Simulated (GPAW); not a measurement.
# A GW chain in GPAW: GaP (F-43m)

How does a plane-wave GW calculation on GaP (F-43m) run from the first input to the gap?

Program: GPAW 26.7.0. Level of theory: LDA and many-body steps on it, plane waves. Results are calculated unless marked as measured.

**What was measured.**

- Gap 2.25 ± 0.04 eV: optical gap from Tauc plot (fundamental, indirect); spectroscopic ellipsometry, Tauc-Lorentz fit and Tauc plot; 300 K; film (GaP layer on Si reference sample) on Si (“Assessment of GaPSb/Si tandem material association properties for photoelectrochemical cells”, 2020, arxiv:2002.02774).

## (1) Set-up

Symmetry: F-43m, No. 216, cubic system. The conventional cell has a = 5.450 Å, b = 5.450 Å, c = 5.450 Å, α = 90.00°, β = 90.00°, γ = 90.00°. Nearest to Ga lie 4 P at 2.36 Å. Nearest to P lie 4 Ga at 2.36 Å. Farther neighbours are not listed.

Structure file:

```cif
data_structure
_symmetry_space_group_name_H-M 'P 1'
_symmetry_Int_Tables_number 1
_cell_length_a 3.8541
_cell_length_b 3.8541
_cell_length_c 3.8541
_cell_angle_alpha 60.000
_cell_angle_beta 60.000
_cell_angle_gamma 60.000
_cell_volume 40.48
loop_
_atom_site_label
_atom_site_type_symbol
_atom_site_fract_x
_atom_site_fract_y
_atom_site_fract_z
_atom_site_occupancy
Ga1 Ga 0.00000 0.00000 0.00000 1
P2 P 0.25000 0.25000 0.25000 1
```

The cell and positions come from the Crystallography Open Database and are kept as given unless a step says otherwise.

## (2) Ground state

This step: GPAW 26.7.0; DFT, LDA, plane waves, PAW.

The ground-state density comes first.

run.py

```python
import json
import numpy as np
from gpaw.mpi import world
from ase import Atoms
from gpaw import GPAW, PW, FermiDirac

atoms = Atoms(['Ga', 'P'],
    cell=[[0.0000000000, 2.7252500000, 2.7252500000],
      [2.7252500000, 0.0000000000, 2.7252500000],
      [2.7252500000, 2.7252500000, 0.0000000000]],
    scaled_positions=[[0.0000000000, 0.0000000000, 0.0000000000],
      [0.2500000000, 0.2500000000, 0.2500000000]],
    pbc=(True, True, True))
calc = GPAW(mode=PW(450),
    xc='LDA',
    kpts={'size': (8, 8, 8), 'gamma': True},
    occupations=FermiDirac(0.001),
    nbands=-7,
    convergence={'density': 1e-6, 'bands': -3},
    maxiter=100,
    txt='gs.txt')
atoms.calc = calc
res = {'energy': atoms.get_potential_energy()}
kpts = calc.get_ibz_k_points()
res['kpts'] = kpts
res['eigenvalues'] = [calc.get_eigenvalues(kpt=k) for k in range(len(kpts))]
res['n_electrons'] = calc.get_number_of_electrons()
calc.write('gs.gpw')

if world.rank == 0:
    with open('result.json', 'w') as f:
        json.dump(res, f, default=lambda x: x.tolist())
```

Command:

```sh
> mpirun -n 4 gpaw python run.py
```

Numbers of over 12 decimals in the logs are rounded to 6 here.

What it wrote:

```text
__  _  _
 | _ |_)|_||  |
 |__||  | ||/\| - 26.7.0

Input parameters:
  mode=PW(ecut=450.000000),
  convergence={'density': 1e-06, 'bands': -3},
  kpts=MonkhorstPack(size=(8, 8, 8), gamma=True),
  maxiter=100,
  nbands=-7,
  occupations=Occupations(name='fermi-dirac', width=0.001, fixmagmom=False),
  xc=XC(name='LDA')
  [... matrices ...]
Diagonalizing LCAO Hamiltonian
Converting LCAO to pw mode

           P

       Ga

Atoms  # Å, Bohr magnetons
|   | symbol |        x |        y |        z |    initial magnetic moments |
| 0 |     Ga | 0.000000 | 0.000000 | 0.000000 | ( 0.0000,  0.0000,  0.0000) |
| 1 |      P | 1.362625 | 1.362625 | 1.362625 | ( 0.0000,  0.0000,  0.0000) |

Unit cell  # Å
| periodic |        x |        y |        z |  lengths |    angles |
|      yes | 0.000000 | 2.725250 | 2.725250 | 3.854086 | 60.000000 |
|      yes | 2.725250 | 0.000000 | 2.725250 | 3.854086 | 60.000000 |
|      yes | 2.725250 | 2.725250 | 0.000000 | 3.854086 | 60.000000 |

Number of symmetries: 24
Symmetry operations  # r_c * U_cc + t_c -> r_c
|    | kind |            matrix            |
|  0 |  E   |  1, 0, 0,  0, 1, 0,  0, 0, 1 |
|  1 |  σ   |  1, 0, 0,  0, 0, 1,  0, 1, 0 |
|  2 |  σ   |  1, 0,-1,  0, 1,-1,  0, 0,-1 |
|  3 |  C3  |  1, 0,-1,  0, 0,-1,  0, 1,-1 |
|  4 |  C3  |  1,-1, 0,  0,-1, 1,  0,-1, 0 |
|  5 |  σ   |  1,-1, 0,  0,-1, 0,  0,-1, 1 |
|  6 |  σ   |  0, 1, 0,  1, 0, 0,  0, 0, 1 |
|  7 |  C3  |  0, 1, 0,  0, 0, 1,  1, 0, 0 |
|  8 |  C2  |  0, 1,-1,  1, 0,-1,  0, 0,-1 |
|  9 |  S4  |  0, 1,-1,  0, 0,-1,  1, 0,-1 |
| 10 |  C3  |  0, 0, 1,  1, 0, 0,  0, 1, 0 |
| 11 |  σ   |  0, 0, 1,  0, 1, 0,  1, 0, 0 |
| 12 |  S4  |  0, 0,-1,  1, 0,-1,  0, 1,-1 |
| 13 |  C3  |  0, 0,-1,  0, 1,-1,  1, 0,-1 |
| 14 |  S4  |  0,-1, 1,  1,-1, 0,  0,-1, 0 |
| 15 |  C2  |  0,-1, 1,  0,-1, 0,  1,-1, 0 |
| 16 |  C3  |  0,-1, 0,  1,-1, 0,  0,-1, 1 |
| 17 |  S4  |  0,-1, 0,  0,-1, 1,  1,-1, 0 |
| 18 |  S4  | -1, 1, 0, -1, 0, 1, -1, 0, 0 |
| 19 |  C3  | -1, 1, 0, -1, 0, 0, -1, 0, 1 |
| 20 |  C3  | -1, 0, 1, -1, 1, 0, -1, 0, 0 |
| 21 |  S4  | -1, 0, 1, -1, 0, 0, -1, 1, 0 |
| 22 |  σ   | -1, 0, 0, -1, 1, 0, -1, 0, 1 |
| 23 |  C2  | -1, 0, 0, -1, 0, 1, -1, 1, 0 |

BZ-sampling:
  Number of BZ points: 512
  Number of IBZ points: 29

  Monkhorst-Pack size: [8, 8, 8]
  Monkhorst-Pack shift: [0.0625, 0.0625, 0.0625]

K-points  # in reciprocal-cell coordinates
|     |                                coordinates |     weight |
|   0 | (  0.00000000,   0.00000000,   0.00000000) | 0.00195312 |
|   1 | (  0.12500000,   0.12500000,   0.00000000) | 0.01171875 |
|   2 | (  0.12500000,   0.12500000,   0.12500000) | 0.01562500 |
|   3 | (  0.25000000,   0.12500000,   0.12500000) | 0.02343750 |
|   4 | (  0.25000000,   0.25000000,   0.00000000) | 0.01171875 |
|   5 | (  0.25000000,   0.25000000,   0.12500000) | 0.04687500 |
|   6 | (  0.25000000,   0.25000000,   0.25000000) | 0.01562500 |
|   7 | (  0.37500000,   0.25000000,  -0.37500000) | 0.04687500 |
|   8 | (  0.37500000,   0.25000000,   0.12500000) | 0.04687500 |
|   9 | (  0.37500000,   0.25000000,   0.25000000) | 0.04687500 |
| ... |                                            |            |
|  28 | (  0.50000000,   0.50000000,   0.50000000) | 0.00781250 |

Plane wave coefficients: 893
Cutoff: 450.000000 eV

Spin-components: 1 (collinear spins)
Bands:           11
Projectors:      10
Spin-degeneracy: 2
Datatype:        complex128

  Storage: CPU
  Wave functions: 4_557_872 bytes (1_139_468 per core)
  Projectors: 8_701_392 bytes (2_175_348 per core)
  [... matrices ...]
Parallelization:
  kpt:    4
  domain: 1
  band:   1

Density:
  Valence electrons: 8.0
  Components: 1
  Grid points: [20 20 20]
  Charge: 0.0  # |e|

Potential:
  Grid points: [20 20 20]

species:
  Ga:
    name:    Gallium
    Z:       31.0
    valence: 3
    core:    28
    charge:  0.0  # [|e|]
    compensation charges:
      type: gauss
      rc: 0.37  # [Å]
      lmax: 2
    cutoffs:
      filter: 2.06  # [Å]
      core: 4.17  # [Å]
    projectors
    | kind |    occ | energy [eV] | rcut [Å] |
    |   4s |  2.000 |      -9.167 |    1.164 |
    |   4p |  1.000 |      -2.734 |    1.164 |
    |    s |        |      18.045 |    1.164 |
    |    p |        |      24.478 |    1.164 |
    |    d |        |       0.000 |    1.164 |

    Using partial waves for Ga as LCAO basis

  P:
    name:    Phosphorus
    Z:       15.0
    valence: 5
    core:    10
    charge:  0.0  # [|e|]
    compensation charges:
      type: gauss
      rc: 0.30  # [Å]
      lmax: 2
    cutoffs:
      filter: 1.69  # [Å]
      core: 1.81  # [Å]
    projectors
    | kind |    occ | energy [eV] | rcut [Å] |
    |   3s |  2.000 |     -14.015 |    0.953 |
    |   3p |  3.000 |      -5.596 |    0.953 |
    |    s |        |      13.197 |    0.953 |
    |    p |        |      21.615 |    0.953 |
    |    d |        |       0.000 |    0.953 |

    Using partial waves for P as LCAO basis

Reference energy: -62080.661910  # eV

eigensolver:
  PPCG
  Converge bands: -3
  niter=2

density mixing:
  MSR1-Mixer
  Pratt-step length: 0.05
  Maximum mixing coefficient: 0.75
  Old densities: 10
  SVD Regularization: 0.005
  Good broyden scale: 1.0
  Trust region scale: 1.0
  Backstep threshold: 4.0
  History deletion threshold: 6.0
  Fourier metric: weight=20.0, sigma=0.015

occupation numbers:
  Fermi-Dirac:
    width: 0.0010  # eV

poisson solver:
  ecut: 3600.000000  # eV

xc functional:
  name: None

Initialization done in: 3.042 s

convergence criteria:
- Maximum integral of absolute [dens]ity change: 1e-06 electrons / valence electron
- Maximum [total energy] change in last 3 cyles: 0.0005 eV / valence electron
- Maximum integral of absolute [eigenst]ate change: 4e-08 eV^2 / valence electron
maximum number of iterations: 100

SCF iterations
|iter     |     time |      energy | eigst |  dens |
|iter:   1|  |  -10.573573 | +1.05 |       |
|iter:   2|  |  -10.538393 | -0.28 | -0.85 |
|iter:   3|  |  -10.363577 | -1.42 | -0.88 |
|iter:   4|  |  -10.360893 | -3.17 | -1.55 |
|iter:   5|  |  -10.360821c| -4.21 | -2.14 |
|iter:   6|  |  -10.360840c| -5.66 | -2.79 |
|iter:   7|  |  -10.360840c| -7.03 | -3.84 |
|iter:   8|  |  -10.360840c| -7.32 | -4.34 |
|iter:   9|  |  -10.360840c| -8.10c| -5.40 |
|iter:  10|  |  -10.360840c| -8.67c| -5.99 |
|iter:  11|  |  -10.360840c| -9.32c| -6.71c|

Converged in 11 steps
SCF loop duration: 2.575 s (0.234 s/step)
Energy contributions relative to reference atoms: (reference = -62080.661910)
  [... matrices ...]
Energy contributions:
  Kinetic:          24.231279
  Coulomb:         -21.450935
  Zero:              0.012971
  External:          0.000000
  Xc:              -13.154155
  Entropy:          -0.000000
  Spinorbit:         0.000000
  ----------------------------
  Free energy:     -10.360840
  Extrapolated:    -10.360840

dipole moment: (-17.070029, -17.070029, -17.070029)  # |e|*Ang

Fermi level: 5.172
Eigenvalues  # (at kpt = [0.000, 0.000, 0.000])
| band index |      eig [eV] | occ [0-2] |
|          0 |        -7.779 |     2.000 |
|          1 |         4.711 |     2.000 |
|          2 |         4.711 |     2.000 |
|          3 |         4.711 |     2.000 |
|          4 |         6.398 |     0.000 |
|          5 |         8.546 |     0.000 |
|          6 |         8.546 |     0.000 |
|          7 |         8.546 |     0.000 |
|          8 |        13.267 |     0.000 |
|          9 |        14.428 |     0.000 |
|         10 |        14.429 |     0.000 |

Gap: 1.514 eV
Transition (v -> c):
  (s=0, k=0, n=3, [0.00, 0.00, 0.00]) -> (s=0, k=24, n=4, [0.50, 0.50, 0.00])
Direct/indirect transitions are different
Direct gap: 1.687 eV
Transition at: (s=0, k=0, n=3, [0.00, 0.00, 0.00])
# Writing to gs.gpw (mode='')
  [... matrices ...]
```

The job ended after 8.3 s (4 MPI ranks of Intel Xeon Platinum 8259CL at 2.50GHz (Skylake/Cascade Lake), shared host; peak memory 0.6 GiB).

This step gave:

- total energy: -10.36 eV
- gap: 1.514 eV
- k of the valence top: 0, 0, 0
- k of the conduction bottom: 0.5, 0.5, 0
- least direct gap: 1.687 eV

The gap is indirect, with the least direct gap 0.17 eV higher.

## (3) Bands along the symmetry lines

Levels along a band path, at the cheap level, show where the edges lie and whether the meshes to come will hold them.

run.py

```python
import json
import numpy as np
from gpaw.mpi import world
from gpaw import GPAW

path = [[0.000000, 0.000000, 0.000000],
    [-0.062500, -0.062500, 0.000000],
    [-0.125000, -0.125000, 0.000000],
    [-0.187500, -0.187500, 0.000000],
    [-0.250000, -0.250000, 0.000000],
    [-0.312500, -0.312500, 0.000000],
    [-0.375000, -0.375000, 0.000000],
    [-0.437500, -0.437500, 0.000000],
    [-0.500000, -0.500000, 0.000000],
    [-0.484375, -0.484375, 0.031250],
    [-0.468750, -0.468750, 0.062500],
    [-0.453125, -0.453125, 0.093750],
    [-0.437500, -0.437500, 0.125000],
    [-0.421875, -0.421875, 0.156250],
    [-0.406250, -0.406250, 0.187500],
    [-0.390625, -0.390625, 0.218750],
    [-0.375000, -0.375000, 0.250000],
    [-0.375000, 0.000000, 0.375000],
    [-0.328125, 0.000000, 0.328125],
    [-0.281250, 0.000000, 0.281250],
    [-0.234375, 0.000000, 0.234375],
    [-0.187500, 0.000000, 0.187500],
    [-0.140625, 0.000000, 0.140625],
    [-0.093750, 0.000000, 0.093750],
    [-0.046875, 0.000000, 0.046875],
    [0.000000, 0.000000, 0.000000],
    [0.000000, 0.000000, 0.062500],
    [0.000000, 0.000000, 0.125000],
    [0.000000, 0.000000, 0.187500],
    [0.000000, 0.000000, 0.250000],
    [0.000000, 0.000000, 0.312500],
    [0.000000, 0.000000, 0.375000],
    [0.000000, 0.000000, 0.437500],
    [-0.000000, -0.000000, 0.500000],
    [-0.062500, -0.031250, 0.468750],
    [-0.125000, -0.062500, 0.437500],
    [-0.187500, -0.093750, 0.406250],
    [-0.250000, -0.125000, 0.375000],
    [-0.312500, -0.156250, 0.343750],
    [-0.375000, -0.187500, 0.312500],
    [-0.437500, -0.218750, 0.281250],
    [-0.500000, -0.250000, 0.250000],
    [-0.500000, -0.281250, 0.218750],
    [-0.500000, -0.312500, 0.187500],
    [-0.500000, -0.343750, 0.156250],
    [-0.500000, -0.375000, 0.125000],
    [-0.500000, -0.406250, 0.093750],
    [-0.500000, -0.437500, 0.062500],
    [-0.500000, -0.468750, 0.031250],
    [-0.500000, -0.500000, 0.000000]]
calc = GPAW('gs.gpw').fixed_density(kpts=path,
    symmetry='off',
    nbands=14,
    convergence={'bands': 10},
    txt='bands.txt')
res = {}
kpts = calc.get_ibz_k_points()
res['kpts'] = kpts
res['eigenvalues'] = [calc.get_eigenvalues(kpt=k) for k in range(len(kpts))]
res['n_electrons'] = calc.get_number_of_electrons()

if world.rank == 0:
    with open('result.json', 'w') as f:
        json.dump(res, f, default=lambda x: x.tolist())
```

Command:

```sh
> mpirun -n 4 gpaw python run.py
```

What it wrote:

```text
Diagonalizing LCAO Hamiltonian
Converting LCAO to pw mode
convergence criteria:
- Maximum integral of absolute [eigenst]ate change: 4e-08 eV^2 / valence electron
maximum number of iterations: 100

SCF iterations
|iter     |     time |      energy | eigst |  dens |
|iter:   1|  |             | +1.78 |       |
|iter:   2|  |             | +0.65 |       |
|iter:   3|  |             | -0.50 |       |
[...]
|iter:   7|  |             | -5.91 |       |
|iter:   8|  |             | -7.34 |       |
|iter:   9|  |             | -8.05c|       |
SCF steps: 9
  __  _  _
 | _ |_)|_||  |
 |__||  | ||/\| - 26.7.0

Input parameters:
  mode=PW(ecut=450.000000),
  convergence={'bands': 10},
  gpts=array([20, 20, 20]),
  kpts=KPoints(kpts=array([[ 0.      ,  0.      ,  0.      ],
         [-0.0625  , -0.0625  ,  0.      ],
         [-0.125   , -0.125   ,  0.      ],
         [-0.1875  , -0.1875  ,  0.      ],
[...]
[-0.484375, -0.484375,  0.03125 ],
[...]
[-0.453125, -0.453125,  0.09375 ],
[...]
[-0.421875, -0.421875,  0.15625 ],
[...]
[-0.390625, -0.390625,  0.21875 ],
[...]
[-0.328125,  0.      ,  0.328125],
[...]
[-0.234375,  0.      ,  0.234375],
[...]
[-0.140625,  0.      ,  0.140625],
[...]
[-0.046875,  0.      ,  0.046875],
         [ 0.      ,  0.      ,  0.      ],
         [ 0.      ,  0.      ,  0.0625  ],
         [ 0.      ,  0.      ,  0.125   ],
[...]
[ 0.      ,  0.      ,  0.375   ],
         [ 0.      ,  0.      ,  0.4375  ],
[...]
[-0.5     , -0.4375  ,  0.0625  ],
         [-0.5     , -0.46875 ,  0.03125 ],
         [-0.5     , -0.5     ,  0.      ]])),
  maxiter=100,
  nbands=14,
  occupations=Occupations(name='fermi-dirac', width=0.001, fixmagmom=False),
  parallel={},
  symmetry=Symmetry(point_group=False, time_reversal=False),
  xc=XC(name='LDA')
  [... matrices ...]
timing:  # [seconds]
  Total: 0.051  # ━━━━━━━━━━━━━━━━━━━━━━━━━━━━━━━━━━━━━━━━━━━━━━━━━━━━━━━━━━━
```

The job ended after 9.5 s (4 MPI ranks; peak memory 0.63 GiB).

This step gave:

```
gap                        : 1.464 eV
k of the valence top       : 0, 0, 0
k of the conduction bottom : -0.4375, -0.4375, 0
least direct gap           : 1.687 eV
```

The gap is 1.464 eV, −0.050 eV from the run before at this level.

The electronic bands at the labelled points (eV, zero at the top of the highest filled band; v1 is the highest filled band, c1 the lowest empty one):

```csv
point,v4,v3,v2,v1,c1,c2,c3,c4
Γ,-12.49,0.00,0.00,0.00,1.69,3.83,3.83,3.83
halfway,-11.51,-3.75,-1.70,-1.70,2.08,3.62,6.70,6.70
X,-9.64,-6.82,-2.69,-2.69,1.51,1.71,10.49,10.49
halfway,-9.63,-6.76,-3.27,-2.58,1.72,2.66,9.42,9.61
U,-9.69,-6.59,-3.98,-2.26,2.07,4.73,8.16,8.20
jump to K,-9.69,-6.59,-3.98,-2.26,2.07,4.73,8.16,8.20
halfway,-11.42,-4.31,-2.49,-0.67,3.22,4.90,4.96,5.77
Γ,-12.49,0.00,0.00,0.00,1.69,3.83,3.83,3.83
halfway,-11.76,-3.94,-0.67,-0.67,2.05,4.70,4.70,6.24
L,-10.54,-6.68,-1.12,-1.12,1.56,4.67,4.67,8.10
halfway,-10.14,-6.47,-3.24,-1.95,3.39,4.21,6.41,7.82
W,-9.57,-6.59,-3.63,-3.45,4.63,4.83,6.02,6.04
halfway,-9.61,-6.71,-3.20,-3.11,2.66,2.86,8.41,8.51
X,-9.64,-6.82,-2.69,-2.69,1.51,1.71,10.49,10.49
```

The electronic bands as a text plot (rows in eV, shown from -8.0 to 7.4 only):

```
    7.1 |    +             +                 ++         +   +
    6.4 |     ++            ++              +         ++ + +
    5.8 |    +             ++++++++                  +  +++
    5.1 |                       +  ++      +        +    +
    4.5 |  ++             +      ++      +++++++++++++++++++
    3.9 |++  +++         +         ++++++++            ++   +
    3.2 |  ++   ++      +     +++++                  ++
    2.6 |    +    +    +   +++     ++    ++         +        ++
    1.9 |++   ++++ ++++++++          ++++  +++++  ++          +++
    1.3 |         +++++                         ++              +
    0.7 |
    0.0 |**                        ********
   -0.6 | ***                   ******  *  ****
   -1.3 |    *              ****               ******
   -1.9 |  ** ****         *     ****    **         ***
   -2.5 |    *    *********     *          *         * **      **
   -3.2 |              **     ** **                   *  ******
   -3.8 |     **         *****              *          ******
   -4.5 |       **              *
   -5.1 |                     **             **
   -5.8 |         *         **                 *
   -6.4 |          **    ***                    **************
   -7.0 |            ****                                     ***
   -7.7 |
         Γ           X  U|K            Γ         L        W     X
```

## (4) Empty states on the mesh, 6×6×6 mesh, 222 bands

The sums over transitions need many empty states on a uniform mesh; this step solves for them.

run.py

```python
import json
import numpy as np
from gpaw.mpi import world
from gpaw import GPAW

calc = GPAW('gs.gpw').fixed_density(kpts={'size': (6, 6, 6), 'gamma': True},
    parallel={'domain': 1, 'band': 1},
    txt='nscf.txt')
calc.diagonalize_full_hamiltonian(nbands=222)
calc.write('full.gpw', mode='all')
res = {}
kpts = calc.get_ibz_k_points()
res['kpts'] = kpts
res['eigenvalues'] = [calc.get_eigenvalues(kpt=k) for k in range(len(kpts))]
res['n_electrons'] = calc.get_number_of_electrons()

if world.rank == 0:
    with open('result.json', 'w') as f:
        json.dump(res, f, default=lambda x: x.tolist())
```

Command:

```sh
> mpirun -n 4 gpaw python run.py
```

What it wrote:

```text
Diagonalizing LCAO Hamiltonian
Converting LCAO to pw mode
convergence criteria:
- Maximum integral of absolute [eigenst]ate change: 4e-08 eV^2 / valence electron
maximum number of iterations: 100

SCF iterations
|iter     |     time |      energy | eigst |  dens |
|iter:   1|  |             | +1.05 |       |
|iter:   2|  |             | -0.20 |       |
|iter:   3|  |             | -2.02 |       |
[...]
|iter:   7|  |             | -5.78 |       |
|iter:   8|  |             | -6.96 |       |
|iter:   9|  |             | -7.75c|       |
SCF steps: 9
  __  _  _
 | _ |_)|_||  |
 |__||  | ||/\| - 26.7.0

Input parameters:
  mode=PW(ecut=450.000000),
  convergence={'density': 1e-06, 'bands': -3},
  gpts=array([20, 20, 20]),
  kpts=MonkhorstPack(size=(6, 6, 6), gamma=True),
  maxiter=100,
  nbands=11,
  occupations=Occupations(name='fermi-dirac', width=0.001, fixmagmom=False),
  parallel={'domain': 1, 'band': 1},
  xc=XC(name='LDA')
Matrix size: 899x899
# Writing to full.gpw (mode='all')
  [... matrices ...]

timing:  # [seconds]
  Total: 3.886  # ━━━━━━━━━━━━━━━━━━━━━━━━━━━━━━━━━━━━━━━━━━━━━━━━━━━━━━━━━━━
```

The job ended after 11 s (4 MPI ranks; peak memory 0.98 GiB).

Numbers from this step:

```yaml
gap: 1.514 eV
k_of_the_valence_top: 0, 0, 0
k_of_the_conduction_bottom: 0.5, 0.5, 0
least_direct_gap: 1.687 eV
k_points_computed: 16
lowest_point_of_the_top_converged_band_above_the_valence_top: 164.0906 eV
```

On this mesh the gap is 1.514 eV.

[end of part 1 of 2]

[Paths, hosts, dates, memory and timing lines, banners, echoed tables and standing remarks are left out of the program output.]

[Logs are printed without paths, hosts, clocks, repeated set-up lines and the standing remarks that a program may print on its own settings, such as how far it seeks lower states.]

[Runs of the session that timed out or met a known fault of the program may be left out.]

[Hosts, paths, dates, database ids (printed as entryN), source tags and the programs' standing remarks are cut or masked in the printed files.]
